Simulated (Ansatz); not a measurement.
# C: a line through an energy map

Aim: follow the energy of C (P6_3/mmc, No. 194; 8 atoms in the cell) along one coordinate, amplitude of mode 8 (761 cm⁻¹), with the other held at amplitude of mode 18 (1194 cm⁻¹) = −0.012 Å.

A COD entry behind a cell of this session may itself be a prediction, so a difference from it is no test against experiment.

Program: Ansatz 0.2.0. Level of theory: DFT PBE, scalar-relativistic, plane waves, PAW. These are calculated values, not measurements.

9 further runs of the same task are left out: 9 set aside as unsound or not needed. Runs told in other sessions of the task aren't counted.

## Step 1: The structure to begin with

Symmetry: P6_3/mmc, No. 194, hexagonal system. The conventional cell has a = 2.512 Å, b = 2.512 Å, c = 4.180 Å, α = 90.00°, β = 90.00°, γ = 120.00°. C (site symmetry 3m) is surrounded by 4 C at 1.54 to 1.57 Å.

Coordinates:

```
CELL_PARAMETERS angstrom
2.51164 0.00000 0.00000
-1.25582 2.17514 0.00000
0.00000 0.00000 4.18029
ATOMIC_POSITIONS crystal
C 0.33333 0.66667 0.06273
C 0.66667 0.33333 0.56273
C 0.33333 0.66667 0.43727
C 0.66667 0.33333 0.93727
```

It is the result of an earlier relaxation at this level (volume 5.71 Å³/atom; gap on the mesh: 3.36 eV).

## Step 2: What is varied

The energy is mapped over two normal modes frozen in (zone-centre modes of the cell shown, which folds in the wave vector (0, 1/2, 0) of the primitive cell).

First coordinate, amplitude of mode 8 (761 cm⁻¹), largest displacement: 11 values from −0.060 Å. Second coordinate, amplitude of mode 18 (1194 cm⁻¹), largest displacement: 11 values from −0.060 Å.

Nothing else is relaxed (the cell and all other modes fixed). Energies count from the relaxed high-symmetry cell. Points are written as (first, second).

The modes come from a phonon run on the reference cell, made beforehand.

The patterns, per unit of each coordinate (Å):

```csv
atom,x1,y1,z1,x2,y2,z2
C1,1.000,0.000,0.000,1.000,0.000,0.000
C2,-1.000,0.000,0.000,-1.000,0.000,0.000
C3,-1.000,0.000,0.000,1.000,0.000,0.000
C4,1.000,0.000,0.000,-1.000,0.000,0.000
C5,-1.000,0.000,0.000,-1.000,0.000,0.000
C6,1.000,0.000,0.000,1.000,0.000,0.000
C7,1.000,0.000,0.000,-1.000,0.000,0.000
C8,-1.000,0.000,0.000,1.000,0.000,0.000
```

## Step 3: Grid point (−0.060 Å, −0.012 Å)

input.yaml

```yaml
crystal:
  lattice:
    - [-2.5116408742, 0.0, 0.0]
    - [0.0, 0.0, -4.1802949113]
    - [0.0, -4.3502896045, 0.0]
  atoms:
    - { symbol: C, position: [0.5286665187, 0.9372685928, 0.1666666667] }
    - { symbol: C, position: [-0.0286665187, 0.9372685928, 0.6666666667] }
    - { symbol: C, position: [-0.0191110124, 0.4372685928, 0.3333333333] }
    - { symbol: C, position: [0.5191110124, 0.4372685928, 0.8333333333] }
    - { symbol: C, position: [0.4713334813, 0.5627314072, 0.1666666667] }
    - { symbol: C, position: [0.0286665187, 0.5627314072, 0.6666666667] }
    - { symbol: C, position: [0.0191110124, 0.0627314072, 0.3333333333] }
    - { symbol: C, position: [0.4808889876, 0.0627314072, 0.8333333333] }
basis:
  ecutwfc: 520.0
kpoints:
  mp_grid: { grid: [10, 6, 6] }
hamiltonian:
  xc: pbe
  pseudopotentials: { kind: paw, azcp: { folder: soft_1 } }
scf:
  occupations: { method: gaussian, width: 0.05 }
output:
  forces: true
  stress: true
  eigenvalues: true
  write_density: true
  write_potential: true
  elf: true
  volumetric_format: npy
```

The run is started by

```bash
ansatz run input.yaml --threads 2 --pin off --max-ram 4096MiB --backend cpu --events-out ev --progress --plain --runs-dir out
```

The session goes on with these runs: the other points of the line.

Before running it: what results should come out? Wanted: for each run, amplitude of mode 8; energy; slope; pressure; largest force on an atom.

The runs gave:

```
amplitude of mode 8 (761 cm⁻¹), largest displacement (Å)  step  energy (eV)  slope (eV per Å)  pressure (GPa)  band gap on the k-mesh (eV)  largest force on an atom (eV/Å)
                                                  −0.060     3         0.41             −12.4           −0.05                        3.279                             2.30
                                                  −0.048     4         0.27              −9.9            0.04                        3.325                             1.99
                                                  −0.036     5         0.17              −7.4            0.11                        3.362                             1.68
                                                  −0.024     6         0.10              −4.9            0.17                        3.388                             1.37
                                                  −0.012     7         0.05              −2.5            0.20                        3.403                             1.06
                                                   0.000     –        0.036               0.0            0.21                        3.402                             0.76
                                                   0.012     –         0.05               2.5            0.20                        3.403                             1.06
                                                   0.024     –         0.10               4.9            0.17                        3.388                             1.37
                                                   0.036     –         0.17               7.4            0.11                        3.362                             1.68
                                                   0.048     –         0.27               9.9            0.04                        3.325                             1.99
                                                   0.060     –         0.41              12.4           −0.05                        3.279                             2.30
```

Energies count from the relaxed high-symmetry cell. Rows without a step come from runs not printed here or follow by symmetry. Slopes come from the forces (and the stress, where the cell changes), not from differences of energies.

**Reading.** The lowest point computed on the line is at 0.000 Å, 0.036 eV from the zero. A fit to energies and slopes at the lowest point and its two neighbours puts the minimum at 0.0000 Å, with a curvature of about 200 eV per Å². The highest point computed, at −0.060 Å, lies 0.37 eV above the lowest. This is one cut through a surface in two coordinates; the map's lowest point lies off it. With the other coordinates free, the energies away from the reference would be the same or lower.

The gaps are Kohn-Sham values of a semilocal functional, not quasiparticle or optical gaps. Such gaps usually fall short of the measured ones.
